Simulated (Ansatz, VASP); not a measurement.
One calculation of SiMo3, two programs

```
Si Mo
1.0
     3.83229    0.00000    0.00000
     0.00000    3.83229    0.00000
     0.00000    0.00000    5.05775
Si Mo
1 3
Cartesian
  0.0000 0.0000 2.5289
  0.0000 0.0000 0.0000
  1.9161 1.9161 2.5289
  1.9161 1.9161 0.0000
```

Alike in both runs: task single point; functional PBE; k mesh 4 × 4 × 4; occupations gaussian, width 0.1 eV; no spin polarisation.

```csv
,VASP,Ansatz
version,VASP 6.6.1,Ansatz 0.2.0
potentials or method,"VASP PAW PBE potentials, release 64 (Si, Mo_sv)","scalar-relativistic, plane waves, PAW"
plane-wave cutoff (eV),520,420
valence electrons in the cell,46,46
```

```csv
,VASP,Ansatz,Ansatz less VASP
gap on the k mesh at the Fermi level (eV),none,none,-
pressure (GPa),-10.8,-11.0,-0.21
largest component of the traceless stress (GPa),13.98,13.90,-0.077
```

A gap of «none» marks a metal or a gap that the smearing closes. With one functional, cell and mesh, what is left measures potentials, basis and numerics.

Caveats: the k mesh is coarse (spacing up to 0.41 Å⁻¹), so the values aren't converged.
